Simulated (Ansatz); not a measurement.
## Equation of state of SiC

```
CELL_PARAMETERS angstrom
3.07600 0.00000 0.00000
-1.53800 2.66389 0.00000
0.00000 0.00000 5.04800
ATOMIC_POSITIONS crystal
Si 0.33333 0.66667 0.00000
Si 0.66667 0.33333 0.50000
C 0.33333 0.66667 0.38500
C 0.66667 0.33333 0.88500
```

The geometry is COD entry 9008875, unchecked; take it as a test cell.

Methods: DFT, PBE, all-electron LAPW, scalar-relativistic (Ansatz 0.2.0); DFT, PBE, PAW with Ansatz's default frozen-core files, scalar-relativistic (Ansatz 0.2.0).

For LAPW: a Γ-centred 15×15×8 k mesh, Fermi–Dirac smearing of 0.08 eV, basis error target 1 meV/atom, no spin polarisation. PAW takes a cutoff of 420 eV at this cell. The Ansatz runs share mesh, smearing and spin set-up. Plane-wave (PAW) pressures include the program's estimate of the Pulay term.

The cell above is scaled evenly, with fractional coordinates and shape held.

```
V/V(cell)  V (Å³/atom)  P, LAPW (GPa)  P, PAW (GPa)  gap on the k mesh, LAPW (eV)  free energy over the lowest listed, PAW (meV/atom)
   0.9400        9.721          19.52         19.53                          2.21                                                45.4
   0.9600        9.927          13.73         13.73                          2.25                                                24.0
   0.9800       10.134           8.48          8.47                          2.29                                                 9.7
   0.9900       10.238           6.04          6.03                          2.31                                                 5.1
   1.0000       10.341           3.71          3.70                          2.32                                                 1.9
   1.0100       10.444           1.50          1.48                          2.34                                                 0.3
   1.0200       10.548          -0.61         -0.64                          2.36                                                 0.0
   1.0400       10.755          -4.54         -4.57                          2.39                                                 3.4
   1.0600       10.961          -8.10         -8.13                          2.43                                                11.6
```

Question: What do Birch–Murnaghan fits to the pressures give?

Answer: LAPW: V0 = 10.52 Å³/atom, B0 = 212 GPa, B0′ = 3.9; PAW: V0 = 10.52 Å³/atom, B0 = 213 GPa, B0′ = 3.9.

PAW's V0 lies -0.01 % from the all-electron value and its B0 0.2 %. With shape and internal coordinates held, B0 is an upper bound to the relaxed modulus.
